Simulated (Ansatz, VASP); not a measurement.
This is a calculation of TiO2 for VASP 6.6.1.

File INCAR:

```
  PREC = Accurate
  ENCUT = 520
  EDIFF = 1E-7
  ISMEAR = -1
  SIGMA = 0.05
  LREAL = False
  LASPH = True
  NELM = 60
  ALGO = Normal
  ISIF = 2
  LWAVE = False
  LCHARG = False
  GGA = PE
  NBANDS = 19
```

The input KPOINTS:

```
regular mesh
0
Gamma
  10 10 10
```

File POSCAR:

```
TiO2
1.0
    1.4770945154      0.8528009160      6.8871876337
   -1.4770945154      0.8528009160      6.8871876337
    0.0000000000     -1.7056018321      6.8871876337
Ti O
1 2
Direct
    0.0000000000      0.0000000000      0.0000000000
    0.3795330000      0.3795330000      0.3795330000
    0.6204670000      0.6204670000      0.6204670000
```

Potentials or basis: VASP PAW PBE potentials, release 64 (Ti_sv, O).

Command:

```sh
$ cat potpaw_PBE.64/Ti_sv/POTCAR potpaw_PBE.64/O/POTCAR > POTCAR
$ mpirun -np 1 vasp_std > vasp.out
```

**Question.** Translate it to Ansatz 0.2.0. Potentials there: Ansatz PAW.

**Answer.** As run (the cutoff follows the program's own potentials):

Contents of input.yaml:

```yaml
crystal:
  lattice:
    - [1.4770945154, 0.852800916, 6.8871876337]
    - [-1.4770945154, 0.852800916, 6.8871876337]
    - [0.0, -1.7056018321, 6.8871876337]
  atoms:
    - { symbol: Ti, position: [0.0, 0.0, 0.0] }
    - { symbol: O, position: [0.379533, 0.379533, 0.379533] }
    - { symbol: O, position: [0.620467, 0.620467, 0.620467] }
hamiltonian:
  xc: pbe
  pseudopotentials: { kind: paw }
kpoints:
  mp_grid: { grid: [10, 10, 10] }
scf:
  occupations: { method: fermi_dirac, width: 0.05 }
output:
  forces: true
  stress: true
  eigenvalues: true
```

Potentials or basis: Ansatz PAW.

Command:

```bash
$ ansatz run input.yaml --threads 2 --pin off --max-ram 5120MiB --backend cpu --events-out ev --progress --plain --runs-dir out
```

Both were run:

|  | VASP | Ansatz | Ansatz less VASP |
| --- | --- | --- | --- |
| gap on the k mesh at the Fermi level (eV) | 2.80 | 2.82 | +0.027 |
| least direct gap on the mesh (eV) | 2.97 | 2.99 | +0.022 |
| pressure (GPa) | 5.2 | 4.8 | -0.49 |
| largest component of the traceless stress (GPa) | 2.01 | 1.75 | -0.258 |
| rms of the force components (eV/Å) | 0.274 | 0.244 | -0.0303 |

Atom by atom the forces differ by 0.030 eV/Å (rms over components).

Caveats: the pressure holds a Pulay correction of +0.5 GPa for the finite cutoff (Ansatz). A k mesh can miss the band edges.
